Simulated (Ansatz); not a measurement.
**CdTe in Ansatz: the effect of functional**

CdTe:

```
CELL_PARAMETERS angstrom
0.00000 3.20500 3.20500
3.20500 0.00000 3.20500
3.20500 3.20500 0.00000
ATOMIC_POSITIONS crystal
Te 0.75000 0.75000 0.75000
Cd 0.00000 0.00000 0.00000
```

Alike in all runs:

| Property | Result |
| --- | --- |
| Program | Ansatz 0.2.0 |
| Task | single point |
| Potentials or basis | all-electron PAW datasets made for the crystal |
| k mesh | 6 × 6 × 6 |
| Occupations | fermi-dirac, width 0.05 eV |
| Spin | no spin polarisation |

Task: One run gave: gap on the mesh 2.35 eV. Which functional did it use?
A. PBEsol
B. PBE0
C. HSE06
D. PBE

Result: B.

| functional | cutoff | gap on the mesh (eV) |
| --- | --- | --- |
| PBE | 240 eV | 0.87 |
| HSE06 | 270 eV | 1.75 |
| PBE0 | 270 eV | 2.35 |
| PBEsol | 240 eV | 0.76 |

Caveats: spin-orbit coupling is left out, which moves the levels of the heavy elements.

A k mesh can miss the band edges.

Not every run made on this cell is shown here.
